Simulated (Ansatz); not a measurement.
## Mo (Im-3m), zone-centre modes

Level of theory: Ansatz, DFT PBEsol, scalar-relativistic, plane waves, PAW. Cutoff 420 eV, Γ-centred 24×24×14 k-points, Gaussian smearing of 0.15 eV. No spin polarisation.

Zero of the scan (relaxed at this level):

```yaml
crystal:
  lattice:
    - [-1.56465, 1.56465, 1.56465]
    - [1.56465, -1.56465, 1.56465]
    - [3.12931, 3.12931, 0.00000]
  atoms:
    - { symbol: Mo, position: [0.00000, 0.00000, 0.00000] }
    - { symbol: Mo, position: [0.50000, 0.50000, 0.50000] }
```

Harmonic modes by finite displacements of 0.02 Å, without the LO–TO term. The cell doubles the primitive one, so its zone centre also holds the primitive cell's point q = (0, 0, 1/2).

Problem. At this geometry, is the structure stable against these modes?

Solution. Yes: no mode is imaginary beyond 10 cm⁻¹, and only the three translations lie near zero.

Problem. List the wavenumbers in cm⁻¹.

Solution. 0, 0, 0, 140, 197, 272.

Cost: 1 run of about 9.6 core-minutes, on Arm Neoverse V1 (shared hosts).